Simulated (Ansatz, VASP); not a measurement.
## Two plane-wave programs on AlN

```
CELL_PARAMETERS angstrom
4.40317 0.00000 0.00000
0.00000 -4.40317 0.00000
0.00000 0.00000 -4.40317
ATOMIC_POSITIONS crystal
Al 0.00000 0.00000 0.00000
Al 0.50000 0.50000 0.00000
Al 0.50000 0.00000 0.50000
Al 0.00000 0.50000 0.50000
N 0.75000 0.75000 0.66483
N 0.25000 0.25000 0.75000
N 0.25000 0.75000 0.25000
N 0.75000 0.25000 0.25000
```

Alike in both runs: task single point; functional PBE; k mesh 6 × 6 × 6; occupations gaussian, width 0.05 eV; no spin polarisation.

```csv
,VASP,Ansatz
version,VASP 6.6.1,Ansatz 0.2.0
potentials or method,"VASP PAW PBE potentials, release 64 (Al, N)","scalar-relativistic, plane waves, PAW"
plane-wave cutoff (eV),520,420
valence electrons in the cell,32,32
```

```csv
,VASP,Ansatz,Ansatz less VASP
gap on the k mesh at the Fermi level (eV),2.88,2.89,+0.008
least direct gap on the mesh (eV),2.88,2.89,+0.008
pressure (GPa),4.2,4.4,+0.20
largest component of the traceless stress (GPa),6.90,6.84,-0.055
rms of the force components (eV/Å),1.587,1.580,-0.0075
```

Caveats: forces of over 1 eV/Å show positions far from the minimum, so gaps and moduli don't describe the material at rest. A k mesh can miss the band edges.
